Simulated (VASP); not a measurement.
# Pd in VASP: relaxation of the atoms with PBE+D3(BJ)

Aim: the relaxation of the atoms of Pd with PBE+D3(BJ).

All numbers are computed with VASP 6.6.1; they aren't measurements. Logs are shortened: lines on timing, memory, paths and dates and some standing lists are left out, and cuts for length are marked.

## (1) Starting point

The cell holds a slab with vacuum, 12 atoms: a = 5.501 Å, b = 5.501 Å, c = 20.992 Å, α = 90.00°, β = 90.00°, γ = 60.00°.

The cell was built by a generator and needn't be a form met in nature.

## (2) Relaxation of the atoms, PBE+D3(BJ)

INCAR reads:

```
SYSTEM = Pd
  PREC = Accurate
  ENCUT = 400
  EDIFF = 1E-7
  ISMEAR = 1
  SIGMA = 0.1
  LREAL = Auto
  LASPH = .True.
  NELM = 100
  ALGO = Normal
  ISIF = 2
  LWAVE = .False.
  LCHARG = .False.
  GGA = PE
  IVDW = 12
  IBRION = 2
  NSW = 120
  EDIFFG = -0.03
  ISYM = 0
  KPAR = 4
```

KPOINTS reads:

```
regular mesh
0
Gamma
  6 6 1
  0 0 0
```

POSCAR reads:

```
Pd
1.0
    5.5012907576      0.0000000000      0.0000000000
    2.7506453788      4.7642575497      0.0000000000
    0.0000000000      0.0000000000     20.9917850943
Pd
12
Selective dynamics
Direct
    0.1666666667      0.1666666667      0.1190942070  F F F
    0.6666666667      0.1666666667      0.1190942070  F F F
    0.1666666667      0.6666666667      0.1190942070  F F F
    0.6666666667      0.6666666667      0.1190942070  F F F
    0.8333333333      0.3333333333      0.2260833238  F F F
    0.3333333333      0.3333333333      0.2260833238  F F F
    0.8333333333      0.8333333333      0.2260833238  F F F
    0.3333333333      0.8333333333      0.2260833238  F F F
    0.0000000000      0.0000000000      0.3330724406  T T T
    0.5000000000      0.0000000000      0.3330724406  T T T
    0.0000000000      0.5000000000      0.3330724406  T T T
    0.5000000000      0.5000000000      0.3330724406  T T T
```

Potentials or basis: VASP PAW PBE potentials, release 64 (Pd).

Command:

```
$ cat potpaw_PBE.64/Pd/POTCAR > POTCAR
$ mpirun -np 4 vasp_std > vasp.out
```

OUTCAR:

```text
SYSTEM = Pd
   PREC = Accurate
   ENCUT = 400
   EDIFF = 1E-7
   ISMEAR = 1
   LREAL = Auto
   LASPH = .True.
   NELM = 100
   ISIF = 2
   GGA = PE
   IVDW = 12
   IBRION = 2
   NSW = 120
   EDIFFG = -0.03
   ISYM = 0
 IVDW          = 12

 ion  position               nearest neighbor table
   1  0.167  0.167  0.119-   6 2.75   2 2.75   2 2.75   3 2.75   4 2.75   3 2.75   4 2.75   5 2.75
                             8 2.75
   2  0.667  0.167  0.119-   5 2.75   1 2.75   1 2.75   3 2.75   4 2.75   4 2.75   3 2.75   6 2.75
                             7 2.75
   3  0.167  0.667  0.119-   8 2.75   4 2.75   4 2.75   1 2.75   2 2.75   2 2.75   1 2.75   7 2.75
                             6 2.75
   4  0.667  0.667  0.119-   7 2.75   3 2.75   3 2.75   1 2.75   2 2.75   1 2.75   2 2.75   8 2.75
                             5 2.75
   5  0.833  0.333  0.226-   2 2.75   6 2.75   6 2.75   7 2.75   8 2.75   7 2.75   8 2.75  12 2.75
                             9 2.75   1 2.75  11 2.75   4 2.75
   6  0.333  0.333  0.226-   1 2.75   5 2.75   5 2.75   7 2.75   8 2.75   8 2.75   7 2.75  11 2.75
                            10 2.75   2 2.75  12 2.75   3 2.75
   7  0.833  0.833  0.226-   4 2.75   8 2.75   8 2.75   5 2.75   6 2.75   6 2.75   5 2.75  10 2.75
                            11 2.75   3 2.75   9 2.75   2 2.75
   8  0.333  0.833  0.226-   3 2.75   7 2.75   7 2.75   5 2.75   6 2.75   5 2.75   6 2.75   9 2.75
                            12 2.75   4 2.75  10 2.75   1 2.75
   9  0.000  0.000  0.333-  10 2.75  10 2.75  11 2.75  12 2.75  11 2.75  12 2.75   8 2.75   5 2.75
                             7 2.75
  10  0.500  0.000  0.333-   9 2.75   9 2.75  11 2.75  12 2.75  12 2.75  11 2.75   7 2.75   6 2.75
                             8 2.75
  11  0.000  0.500  0.333-  12 2.75  12 2.75   9 2.75  10 2.75  10 2.75   9 2.75   6 2.75   7 2.75
                             5 2.75
  12  0.500  0.500  0.333-  11 2.75  11 2.75   9 2.75  10 2.75   9 2.75  10 2.75   5 2.75   8 2.75
                             6 2.75

IMPORTANT INFORMATION: All symmetrisations will be switched off!
NOSYMM: (Re-)initialisation of all symmetry stuff for point group C_1.

----------------------------------------------------------------------------------------

                                     Primitive cell

  volume of cell :     550.1856

  direct lattice vectors                    reciprocal lattice vectors
     5.501290758  0.000000000  0.000000000     0.181775522 -0.104948147  0.000000000
     2.750645379  4.764257550  0.000000000     0.000000000  0.209896293  0.000000000
     0.000000000  0.000000000 20.991785094     0.000000000  0.000000000  0.047637683

  length of vectors
     5.501290758  5.501290758 20.991785094     0.209896293  0.209896293  0.047637683

  position of ions in fractional coordinates (direct lattice)
     0.166666667  0.166666667  0.119094207
     0.666666667  0.166666667  0.119094207
     0.166666667  0.666666667  0.119094207
     0.666666667  0.666666667  0.119094207
     0.833333333  0.333333333  0.226083324
     0.333333333  0.333333333  0.226083324
     0.833333333  0.833333333  0.226083324
     0.333333333  0.833333333  0.226083324
     0.000000000  0.000000000  0.333072441
     0.500000000  0.000000000  0.333072441
     0.000000000  0.500000000  0.333072441
     0.500000000  0.500000000  0.333072441

  ion indices of the primitive-cell ions
   primitive index   ion index
                 1           1
                 2           2
                 3           3
                 4           4
                 5           5
                 6           6
                 7           7
                 8           8
                 9           9
                10          10
                11          11
                12          12

----------------------------------------------------------------------------------------

 KPOINTS: regular mesh

Automatic generation of k-mesh.
 Grid dimensions read from file:
 generate k-points for:    6    6    1

 Generating k-lattice:

  Cartesian coordinates                     Fractional coordinates (reciprocal lattice)
     0.030295920 -0.017491358  0.000000000     0.166666667  0.000000000  0.000000000
     0.000000000  0.034982716  0.000000000     0.000000000  0.166666667  0.000000000
     0.000000000  0.000000000  0.047637683     0.000000000  0.000000000  1.000000000

  Length of vectors
     0.034982716  0.034982716  0.047637683

  Shift w.r.t. Gamma in fractional coordinates (k-lattice)
     0.000000000  0.000000000  0.000000000

 Subroutine IBZKPT returns following result:
 ===========================================

 Found     20 irreducible k-points:

 Following reciprocal coordinates:
            Coordinates               Weight
  0.000000  0.000000  0.000000      1.000000
  0.166667  0.000000  0.000000      2.000000
  0.166667  0.166667  0.000000      2.000000
  0.000000  0.166667  0.000000      2.000000
  0.333333  0.000000  0.000000      2.000000
  0.333333  0.333333  0.000000      2.000000
[... 12 lines left out ...]
  0.500000 -0.333333  0.000000      2.000000
 -0.333333  0.333333  0.000000      2.000000
   k-points           NKPTS =     20   k-points in BZ     NKDIM =     20   number of bands    NBANDS=     72
   number of dos      NEDOS =    301   number of ions     NIONS =     12
   total plane-waves  NPLWV = 181440
   dimension x,y,z NGX =    36 NGY =   36 NGZ =  140
   dimension x,y,z NGXF=    72 NGYF=   72 NGZF=  280
   ions per type =              12
   NGX,Y,Z   is equivalent  to a cutoff of  10.88, 10.88, 11.09 a.u.
   NGXF,Y,Z  is equivalent  to a cutoff of  21.76, 21.76, 22.17 a.u.
 SYSTEM =  Pd
   PREC   = accura    normal or accurate (medium, high low for compatibility)
   ISTART =      0    job   : 0-new  1-cont  2-samecut
   ICHARG =      2    charge: 1-file 2-atom 10-const
   ISPIN  =      1    spin polarized calculation?
   LNONCOLLINEAR =      F non collinear calculations
   LSORBIT =      F    spin-orbit coupling
   LASPH  =      T    aspherical Exc in radial PAW
   ENCUT  =  400.0 eV  29.40 Ry    5.42 a.u.   8.97  8.97 34.23*2*pi/ulx,y,z
   NELM   =    100;   NELMIN=  2; NELMDL= -5     # of ELM steps
   EDIFF  = 0.1E-06   stopping-criterion for ELM
   LREAL  =      T    real-space projection
   EDIFFG = -.3E-01   stopping-criterion for IOM
   NSW    =    120    number of steps for IOM
   IBRION =      2    ionic relax: 0-MD 1-quasi-New 2-CG
   NFREE  =      1    steps in history (QN), initial steepest desc. (CG)
   ISIF   =      2    stress and relaxation
   ISYM   =      0    0-nonsym 1-usesym 2-fastsym
   POTIM  = 0.5000    time-step for ionic-motion
   TEBEG  =    0.0;   TEEND  =   0.0 temperature during run
   PSTRESS=    0.0 pullay stress
   NELECT =     120.0000    total number of electrons
   NUPDOWN=      -1.0000    fix difference up-down
   EMIN   =  10.00;   EMAX   =-10.00  energy-range for DOS
   EFERMI =   0.00;   METHOD = LEGACY
   ISMEAR =     1;   SIGMA  =   0.10  broadening in eV -4-tet -1-fermi 0-gaus
   EFERMI_NEDOS =   21; number of points for ismear=-14 and -15
   IALGO  =     38    algorithm
   IMIX   =      4    mixing-type and parameters
     AMIX     =   0.40;   BMIX     =  1.00
     AMIX_MAG =   1.60;   BMIX_MAG =  1.00
  volume/ion in A,a.u.               =      45.85       309.40
  Fermi-wavevector in a.u.,A,eV,Ry     =   0.985445  1.862220 13.212630  0.971101
  Thomas-Fermi vector in A             =   2.116752
   LORBIT       =      0    0 simple, 1 ext, 2 COOP (PROOUT), +10 PAW based schemes
   GGA     = PE    functional components
   LHFCALC =     F    Hartree Fock is set to
   AEXX    =    0.0000 exact exchange contribution
   IVDW    =    12    specifies the selected vdW correction
   LEPSILON=     F    determine dielectric tensor
   LRPA    =     F    only Hartree local field effects (RPA)
 conjugate gradient relaxation of ions
 non-spin polarized calculation
 Methfessel and Paxton  Order N= 1 SIGMA  =   0.10
  energy-cutoff  :      400.00
  volume of cell :      550.19
 maximum number of plane-waves:     10023
   NGX = 17   NGY = 17   NGZ = 69

--------------------------------------- Ionic step        1  -------------------------------------------

 number of electron     119.9999978 magnetization

 Free energy of the ion-electron system (eV)
  ---------------------------------------------------
  ext. energy  EPLUGINS =         0.00000000
  ---------------------------------------------------
  free energy    TOTEN  =       -58.10289503 eV

  energy without entropy =      -58.08551479  energy(sigma->0) =      -58.09710161

------------------------ aborting loop because EDIFF is reached ----------------------------------------

 Edisp (eV)   -5.38007

 E8    (eV) :    -2.4888

  FORCE on cell =-STRESS in cart. coord.  units (eV):
  Direction    XX          YY          ZZ          XY          YZ          ZX
  --------------------------------------------------------------------------------------
  -------------------------------------------------------------------------------------
  Total      -8.12686    -8.12682     1.86966    -0.00004     0.00000     0.00000
  in kB     -23.66596   -23.66584     5.44458    -0.00011     0.00001     0.00001
  external pressure =      -13.96 kB  Pullay stress =        0.00 kB

 VOLUME and BASIS-vectors are now :
 -----------------------------------------------------------------------------
  energy-cutoff  :      400.00
  volume of cell :      550.19
      direct lattice vectors                 reciprocal lattice vectors
     5.501290758  0.000000000  0.000000000     0.181775522 -0.104948147  0.000000000
     2.750645379  4.764257550  0.000000000     0.000000000  0.209896293  0.000000000
     0.000000000  0.000000000 20.991785094     0.000000000  0.000000000  0.047637683
[... 54 lines left out ...]
      4.12597      0.79404      2.50000        -0.000002      0.000002     -0.141522
      2.75065      3.17617      2.50000         0.000005     -0.000001     -0.141461
      5.50129      3.17617      2.50000        -0.000005     -0.000000     -0.141504
      5.50129      1.58809      4.74589         0.000009      0.000000      0.036173
      2.75065      1.58809      4.74589        -0.000008     -0.000002      0.036175
      6.87661      3.97021      4.74589        -0.000001     -0.000003      0.036187
      4.12597      3.97021      4.74589         0.000002      0.000007      0.036166
      0.00000      0.00000      6.99860         0.000003     -0.000002      0.105322
      2.75065      0.00000      6.99860        -0.000002     -0.000001      0.105290
      1.37532      2.38213      6.99860         0.000001      0.000000      0.105382
      4.12597      2.38213      6.99860        -0.000002      0.000004      0.105249
 -----------------------------------------------------------------------------------
    total drift:                               -0.000002      0.000005      0.014108

  FREE ENERGIE OF THE ION-ELECTRON SYSTEM (eV)
  ---------------------------------------------------
  free  energy   TOTEN  =       -63.4863309366 eV

  energy  without entropy=      -63.4690475863  energy(sigma->0) =      -63.48056982

--------------------------------------- Ionic step        3  -------------------------------------------

 number of electron     119.9999988 magnetization

 Free energy of the ion-electron system (eV)
  ---------------------------------------------------
  ext. energy  EPLUGINS =         0.00000000
  ---------------------------------------------------
  free energy    TOTEN  =       -58.12784826 eV

  energy without entropy =      -58.11087002  energy(sigma->0) =      -58.12218885

 E-fermi :  -0.4759     XC(G=0):  -5.0765

 val. band max:       -0.4926243145   @ k =   0.5000   0.5000   0.0000
 cond. band min:      -0.4697531620   @ k =   0.0000   0.3333   0.0000
 fundamental gap:      0.0228711525
 Fermi energy:        -0.4759399075

 k-point     1 :       0.0000    0.0000    0.0000
  band No.  band energies     occupation
      1      -6.7533      2.00000
      2      -5.4242      2.00000
      3      -5.3950      2.00000
      4      -5.3649      2.00000
      5      -5.3649      2.00000
      6      -5.3649      2.00000
[... 1515 lines left out ...]
 POSITION                                       TOTAL-FORCE (eV/Angst)
 -----------------------------------------------------------------------------------
      1.37532      0.79404      2.50000        -0.000001     -0.000000     -0.141210
      4.12597      0.79404      2.50000        -0.000001     -0.000001     -0.141209
      2.75065      3.17617      2.50000        -0.000001     -0.000000     -0.141205
      5.50129      3.17617      2.50000        -0.000001     -0.000000     -0.141208
      5.50129      1.58809      4.74589         0.000001      0.000000      0.142363
      2.75065      1.58809      4.74589         0.000000     -0.000000      0.142363
      6.87661      3.97021      4.74589         0.000000      0.000000      0.142363
      4.12597      3.97021      4.74589         0.000000      0.000000      0.142363
      0.00000      0.00000      7.01860         0.000000      0.000000     -0.001153
      2.75065      0.00000      7.01860         0.000000     -0.000000     -0.001160
      1.37532      2.38213      7.01860         0.000000      0.000000     -0.001155
      4.12597      2.38213      7.01860         0.000001      0.000000     -0.001152
 -----------------------------------------------------------------------------------
    total drift:                                0.000001      0.000000     -0.000200

  FREE ENERGIE OF THE ION-ELECTRON SYSTEM (eV)
  ---------------------------------------------------
  free  energy   TOTEN  =       -63.4906161479 eV

  energy  without entropy=      -63.4736379053  energy(sigma->0) =      -63.48495673

 reached required accuracy - stopping structural energy minimisation
```

It took 22 min on 4 MPI ranks of AMD EPYC 7R13 (Zen 3), shared host; peak memory 0.68 GiB.

Results:

| Item | Value |
| --- | --- |
| Free energy | -63.4906 eV |
| Energy gained by relaxing | 0.6 meV/atom |
| Ionic steps | 3 |
| Band gap on the k mesh | none (metal or under the smearing width) |
| Dispersion energy per atom | -0.447 eV |

The path:
```csv
step,energy change (eV),largest force (eV/Å),pressure (GPa)
1,0.0000,0.1412,-1.40
2,-0.0034,0.1415,-1.46
3,-0.0076,0.1424,-1.64
```

Final structure:
```yaml
crystal:
  lattice:
    - [5.50129, 0.00000, 0.00000]
    - [2.75065, 4.76426, 0.00000]
    - [0.00000, 0.00000, 20.99179]
  atoms:
    - { symbol: Pd, position: [0.16667, 0.16667, 0.11909] }
    - { symbol: Pd, position: [0.66667, 0.16667, 0.11909] }
    - { symbol: Pd, position: [0.16667, 0.66667, 0.11909] }
    - { symbol: Pd, position: [0.66667, 0.66667, 0.11909] }
    - { symbol: Pd, position: [0.83333, 0.33333, 0.22608] }
    - { symbol: Pd, position: [0.33333, 0.33333, 0.22608] }
    - { symbol: Pd, position: [0.83333, 0.83333, 0.22608] }
    - { symbol: Pd, position: [0.33333, 0.83333, 0.22608] }
    - { symbol: Pd, position: [0.00000, 0.00000, 0.33435] }
    - { symbol: Pd, position: [0.50000, 0.00000, 0.33435] }
    - { symbol: Pd, position: [0.00000, 0.50000, 0.33435] }
    - { symbol: Pd, position: [0.50000, 0.50000, 0.33435] }
```

Levels at points of the mesh, in eV from the Fermi level:
```tsv
k point	band 57	band 58	band 59	band 60	band 61	band 62	band 63	band 64
(0.00, 0.00, 0.00)	0.11	0.34	0.34	0.34	0.38	0.38	0.38	1.54
(0.50, 0.00, 0.00)	-0.09	-0.09	-0.08	-0.08	-0.02	-0.02	0.18	0.18
(0.50, 0.50, 0.00)	-0.09	-0.09	-0.08	-0.08	-0.02	-0.02	0.18	0.18
(0.00, 0.50, 0.00)	-0.09	-0.09	-0.08	-0.08	-0.02	-0.02	0.18	0.18
```
